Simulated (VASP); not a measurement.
Write the native input for VASP 6.6.1 that does the following.

| Item | Value |
| --- | --- |
| Task | Born charges and dielectric tensor |
| Functional | PBEsol |
| Potentials or basis | VASP PAW PBE potentials, release 64 (Te, Sn_d) |
| Cutoff | 520 eV |
| k mesh | 8 × 8 × 8 |
| Occupations | gaussian, width 0.02 eV |
| Spin | no spin polarisation |
| Ladder | free |
| Further INCAR settings | ALGO = Normal; EDIFF = 1e-08; IBRION = 8 |

The structure of SnTe lies in POSCAR:

```
SnTe
1.0
    0.0000000000      3.6111460000      3.6111460000
    3.6111460000      0.0000000000      3.6111460000
    3.6111460000      3.6111460000      0.0000000000
Te Sn
1 1
Direct
    0.2500000000      0.2500000000      0.2500000000
    0.0000000000      0.0000000000      0.0000000000
```

Measurements of this composition are mostly on another form, of space group No. 225.

These files were run (other wordings do the same):

INCAR

```
SYSTEM = SnTe
ALGO     = Normal         ! electronic algorithm
EDIFF    = 1E-8           ! SCF threshold, eV
ENCUT    = 520            ! plane-wave cutoff, eV
GGA      = PS             ! functional
IBRION   = 8              ! ionic algorithm
ISIF     = 2              ! what is computed and relaxed
ISMEAR   = 0              ! smearing method
LASPH    = .TRUE.         ! aspherical terms in the spheres
LCHARG   = .FALSE.        ! write CHGCAR
LEPSILON = .TRUE.         ! dielectric tensor by DFPT
LREAL    = .FALSE.        ! projectors in reciprocal space
LWAVE    = .FALSE.        ! write WAVECAR
NELM     = 100            ! most SCF steps
PREC     = Accurate       ! precision mode
SIGMA    = 0.02           ! smearing width, eV
```

KPOINTS

```
k-points
0
G
  8 8 8
  0 0 0
```

Potentials or basis: VASP PAW PBE potentials, release 64 (Te, Sn_d).

Launch:

```sh
$ cat potpaw_PBE.64/Te/POTCAR potpaw_PBE.64/Sn_d/POTCAR > POTCAR
$ mpirun -np 1 vasp_std > vasp.out
```

It gave:

* Band gap on the k mesh: 0.03 eV, indirect (least direct gap 0.76 eV)
* Electronic dielectric tensor (diagonal): 13.44
* Born charges (mean of the diagonal): Te -2.15; Sn +2.15 e
* Highest phonon frequency at Γ, LO-TO splitting left out: 100 cm⁻¹

Caveat: the gap is small at this level, which inflates the dielectric constant; spin-orbit coupling is left out, which moves the levels of the heavy elements.

Run time: 9.9 min on 1 thread of Intel(R) Xeon(R) 6975P-C (Granite Rapids), with other jobs on the host, peak memory 0.53 GiB.
